Lead telluride, PbTe, turns heat into current and detects infrared light. For both uses the band gap matters: it sets the longest wavelength that the crystal absorbs and the number of carriers that heat creates. An engineer has the gaps below and must decide which calculation to trust, and which to pay for next.

Band gaps of rocksalt PbTe at fixed atoms (a = 6.536 Å, cell relaxed with r2SCAN), from Ansatz 0.2.0 with plane-wave PAW. The plane-wave cutoff is 500 eV for both r2SCAN rows and 420 eV for the others; the k mesh is 6×6×6 for HSE06, 4×4×4 for G0W0 and 8×8×8 for the rest. The 150 eV in the G0W0 label is the screening cutoff.

| level of theory | band gap (eV) | least direct gap (eV) |
| --- | --- | --- |
| PBE | 0.800 | 0.800 |
| r2SCAN | 1.090 | 1.090 |
| HSE06 | 1.198 | 1.198 |
| r2SCAN+SOC | 0.151 | 0.151 |
| G0W0/PBE 150eV | 1.050 | n/a |

The band gap separates the highest filled from the lowest empty state; the least direct gap compares states at the same wave vector. PBE and r2SCAN are density functionals without exact exchange, HSE06 mixes some in at short range, and G0W0 corrects the PBE gap with a screened self-energy. The ending "+SOC" means that spin-orbit coupling, the interaction of an electron's spin with its orbital motion, is included.

**(a) Which step in the table changes the gap most, and why is it so large in PbTe?**

*Solution.* A step is clean only if one ingredient changes. The rows r2SCAN and r2SCAN+SOC come closest to such a pair, with the same crystal, plane-wave cutoff and k mesh. The run with the coupling also smears the occupations slightly, and its total energy is about 45 eV higher, nearly all of it in the term for the regions near the nuclei, whereas the coupling alone is expected to lower the energy slightly. Those regions are therefore not handled or counted alike in the two runs, and part of the step may come from that difference. With the coupling the gap falls from 1.09 to 0.15 eV, a loss of 0.94 eV. The four levels without the coupling differ among themselves by at most 0.40 eV, so leaving out spin-orbit coupling costs more than any choice among them. Even measured from the PBE gap the fall is 0.65 eV, so this ranking would survive if the run with the coupling had lost the whole opening that r2SCAN gives over PBE.

The reason lies in the atoms that supply the edge states. Spin-orbit coupling is strongest close to a heavy nucleus, where the electron moves fast in a steep potential. It splits a p shell into a lower level with total angular momentum 1/2 and an upper one with 3/2. The lowest empty states of PbTe are mainly Pb 6p, and for lead this splitting is of the order of an electronvolt. In the crystal the neighbours have already split the p levels at the band edge, so the coupling works by mixing them. The bottom of the conduction band thereby takes on much of the character of the lower level and sinks towards the filled states.

The valence edge responds less. It consists mainly of Te 5p with some Pb 6s; tellurium is lighter than lead, and an s state has no orbital moment for the spin to couple to. The top valence state is also expected to be a single level well above the other Te p levels, so the coupling can shift it only by weak mixing. The edge energies of the two runs fit this picture: the conduction edge falls by 0.88 eV, while the valence edge rises by only 0.06 eV. This division assumes that the two edges have not changed places, a doubt taken up in part (b), and that both runs measure energy from the same zero, which is plausible for an identical cell but was not tested. The change of the gap itself doesn't depend on that zero.

The same reasoning carries over to other crystals: ask which atom and which shell form each edge. In silicon the atoms are light, and the coupling hardly changes the gap. In CdTe the conduction edge is mainly an s state, so the coupling acts chiefly by raising the Te p states at the valence edge, and the gap shrinks by much less than in PbTe. A heavy atom whose p shell forms the conduction edge is the case that calls for the most care.

**(b) Once spin-orbit coupling is included, does the choice of functional still matter?**

*Solution.* Consider first what the functionals do without the coupling. PBE gives the smallest gap. Functionals of its kind usually underestimate gaps, because they lack the jump that the exact potential makes when an electron is added beyond the filled bands. HSE06 opens the gap by 0.40 eV: its exact exchange acts most strongly on the filled orbitals and lowers them relative to the empty ones. r2SCAN reaches 73 % of that opening with no exact exchange. Much of this is expected to come from its dependence on the kinetic-energy density, which lets its potential act differently on different orbitals.

For an estimate with the coupling, use the simplest model: it lowers every gap by the amount Δ found for r2SCAN. This gives

Δ = 1.090 − 0.151 = 0.939 eV

HSE06: 1.198 − 0.939 = 0.259 eV

PBE: 0.800 − 0.939 = −0.139 eV

No parameter was fitted; one pair of rows supplies Δ, which is then carried over to the other levels. The table has no second calculation with the coupling that could test the result.

The negative value is instructive but fragile: it turns positive if the drop for PBE is below 0.80 eV, and Δ itself may hold a part that isn't due to the coupling, as noted in part (a). In the model, the state which began as the conduction edge has passed below the former valence edge. The two states have opposite parity at the point L of the Brillouin zone, where the gap lies, so they can cross there without repelling each other. A program would still print a positive gap, because it sorts states by energy and not by origin. PBE with spin-orbit coupling could therefore give a small, reasonable-looking gap with the bands in the wrong order.

This doubt also reaches the r2SCAN+SOC row, for which no parities are given. If its edges had already crossed, the true shift would be 1.090 + 0.151 = 1.241 eV, and the estimate for HSE06 would be slightly negative too. The model is rough for another reason: the coupling mixes each edge with more distant bands, whose spacing also depends on the functional. It gives a warning about the order of the bands, not a replacement for the missing calculations.

If the spread between functionals survives the coupling roughly unchanged, as the model assumes, the functional still matters, and in relative terms more than before. A spread of 0.40 eV is about a third of the HSE06 gap without the coupling, but more than twice the whole r2SCAN+SOC gap. In a narrow-gap crystal an ordinary difference between functionals can decide whether the bands have their normal order.

**(c) Which level should be used for which purpose, and what does it cost?**

*Solution.* Start from the error that the purpose can bear. For an infrared detector, the r2SCAN gap without the coupling puts the absorption edge near 1.1 µm; with it, the edge moves to about 8 µm. These are different devices, so none of the rows without spin-orbit coupling should guide the design. PBE is the closest of them to experiment only because its usual underestimate of the gap offsets part of the missing effect.

In a thermoelectric material the gap also governs how many carriers heat creates. The intrinsic carrier density, that of the undoped crystal, varies with the gap E mainly as exp(−E/2kT), where k is Boltzmann's constant and T the temperature. At 300 K an error of 0.1 eV changes this factor about sevenfold, and by less in a hotter device. Working thermoelectrics are doped; in them the rarer kind of carrier, which lowers the voltage, varies as the square of this factor. An error of 0.1 eV is roughly the difference between r2SCAN and HSE06, so even this modest step matters once the coupling is in place.

Measured gaps are roughly 0.2 eV in the cold and 0.3 eV at room temperature (recalled values). The r2SCAN+SOC gap comes far closer to them than any other row, but it is only about half the room-temperature value, so the 8 µm above is not yet a design figure. The calculated lattice constant is about 1 % longer than the measured one (also recalled), and stretching PbTe is known to widen its gap. If the bands are in their normal order, this level is therefore expected to give a still smaller gap at the measured lattice constant. The calculation also holds the atoms still, whereas the measured gap grows with temperature.

G0W0 needs a separate judgement. Its gap lies 0.04 eV below that of r2SCAN, but at these settings such gaps typically fall 6 to 9 % short of the basis limit. That range is a median over other crystals; if PbTe follows it, the gap would lie at about 1.12 to 1.15 eV, above r2SCAN, so the order of the two is undecided. More bands, a higher screening cutoff and a denser k mesh would refine this number, yet the far larger spin-orbit shift would still be absent.

The costs can be judged from the amount of work, not from timings. Spin-orbit coupling gives each orbital two components and doubles the number of bands, which makes the main steps about four to eight times as heavy. In HSE06 each orbital must be paired with 3240 filled orbitals on the full 6×6×6 mesh, before symmetry reduces the work. G0W0 handles about 20 times as many bands as are filled and must also compute the screening.

The k mesh offers a saving. All four density-functional rows have their gap at L, and the PBE gap changes by only about 0.001 eV between the 4×4×4 and 8×8×8 meshes, both of which contain that point. For HSE06, going from 6×6×6 to 8×8×8 would multiply the orbital pairs by 5.6 before symmetry is used, and by somewhat less with it. A coarse mesh that contains L is thus a sensible start for a hybrid calculation, though its exchange energy needs its own convergence test, which the PBE comparison doesn't replace.

The order of spending follows. PBE suffices here to find that the band edges lie at L and to make a first test of the mesh. r2SCAN+SOC is the level for a first estimate of the gap, together with a check of the parities at L. If the decision depends on a tenth of an electronvolt, the next calculation should be HSE06 with spin-orbit coupling, at the measured lattice constant. The table doesn't show that it reaches this accuracy: without the coupling, HSE06 and G0W0 as computed differ by 0.15 eV. For use at room temperature, the growth of the gap with temperature must be allowed for as well, since it is itself about a tenth of an electronvolt. A lattice constant measured at room temperature already brings in the part due to thermal expansion; only the part due to the vibrating atoms is then still missing. The differences and work counts behind this advice are in the printed output below.

The analysis program printed:

```
Gaps in eV:
             row  computed gap  gap less PBE gap  gap after rigid subtraction of the r2SCAN spin-orbit drop
             PBE           0.8                 0                                                     -0.139
          r2SCAN          1.09              0.29                                                      0.151
           HSE06         1.198             0.398                                                      0.259
      r2SCAN+SOC         0.151            -0.649                                                      0.151
  G0W0/PBE 150eV          1.05              0.25                                                      0.111
Drop of the r2SCAN gap by spin-orbit coupling in eV: 0.939
The same drop in percent of the r2SCAN gap: 86.15
Spread of the four levels without spin-orbit coupling in eV: 0.398
Spin-orbit drop over that spread: 2.359
That spread over the r2SCAN+SOC gap: 2.636
Share of the PBE to HSE06 opening that r2SCAN reaches in percent: 72.86
HSE06 gap less r2SCAN gap in eV: 0.108
G0W0 gap less r2SCAN gap in eV: -0.04
G0W0 gap if 6 percent short of the basis limit in eV: 1.117
G0W0 gap if 9 percent short of the basis limit in eV: 1.154
Fall of the conduction edge from r2SCAN to r2SCAN+SOC in eV: 0.876
Rise of the valence edge from r2SCAN to r2SCAN+SOC in eV: 0.06246
Spin-orbit shift if the edges had crossed in eV: 1.241
Absorption edge wavelength for the r2SCAN gap in micrometres: 1.137
Absorption edge wavelength for the r2SCAN+SOC gap in micrometres: 8.211
Change of intrinsic carrier density at 300 K for a gap error of 0.05 eV as a factor: 2.63
Change of intrinsic carrier density at 300 K for a gap error of 0.1 eV as a factor: 6.918
Filled orbitals on the full 6x6x6 mesh that each HSE06 orbital is paired with: 3240
Growth of exchange pairs from a 6x6x6 to an 8x8x8 mesh as a factor: 5.619
All bands in G0W0 over filled bands: 20.4
Growth of work with two components and twice the bands when the Hamiltonian is applied: 4
Growth of work with two components and twice the bands when bands are orthogonalised: 8
```
